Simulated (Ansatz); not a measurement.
Computed with DFT PBE+D3(BJ), scalar-relativistic, plane waves, PAW (Ansatz 0.2.0). Settings: cutoff 420 eV, Γ-centred meshes spaced at most about 0.3 Å⁻¹ (2π included), Gaussian smearing. No spin polarisation.

All energies are static (0 K, no zero-point motion).

Question: Order these relaxed structures of NaI by energy, lowest first, with the energy over the lowest of them.
A.

Space group Cmmm (No. 65). a = 4.765 Å, b = 6.793 Å, c = 4.105 Å, α = 90.00°, β = 90.00°, γ = 90.00°
| atom | site | symmetry | x | y | z |
| --- | --- | --- | --- | --- | --- |
| Na | 2a | mmm | 0.0000 | 0.0000 | 0.0000 |
| I | 2c | mmm | 0.5000 | 0.0000 | 0.5000 |

B.

Space group Fm-3m (No. 225). a = 6.359 Å, b = 6.359 Å, c = 6.359 Å, α = 90.00°, β = 90.00°, γ = 90.00°
```json
{"atom": "Na", "site": "4a", "symmetry": "m-3m", "x": "0.0000", "y": "0.0000", "z": "0.0000"}
{"atom": "I", "site": "4b", "symmetry": "m-3m", "x": "0.5000", "y": "0.0000", "z": "0.0000"}
```

C.

Space group I4_1/amd:1 (No. 141). a = 4.375 Å, b = 4.375 Å, c = 14.575 Å, α = 90.00°, β = 90.00°, γ = 90.00°
```tsv
atom	site	symmetry	x	y	z
Na	4b	-4m2	0.5000	0.0000	0.2500
I	4a	-4m2	0.0000	0.5000	0.2500
```

D.

Space group P4/mmm (No. 123). a = 4.346 Å, b = 4.346 Å, c = 4.523 Å, α = 90.00°, β = 90.00°, γ = 90.00°
| atom | site | symmetry | x | y | z |
| --- | --- | --- | --- | --- | --- |
| Na | 1a | 4/mmm | 0.0000 | 0.0000 | 0.0000 |
| I | 1c | 4/mmm | 0.5000 | 0.5000 | 0.0000 |

Answer: B (0 meV/atom), A (136 meV/atom), C (151 meV/atom), D (220 meV/atom). Forms: B rock salt type, Fm-3m; A Cmmm; C I4_1/amd; D P4/mmm. Counting I atoms around Na (those within 1.25 times the shortest such distance or 1.15 times the sum of covalent radii): B has Na 6; A has Na 4; C has Na 4; D has Na 4. Origin: A and D, invented; B, reached from a Materials Project cell, among other starts; C, reached from a Materials Project cell. Shaken at random and relaxed again, B came back.

These runs have no spin–orbit coupling, which can matter for I. Cells without such a test can be saddle points. Some candidate types were left out of the draw beforehand, so a known form may be missing.
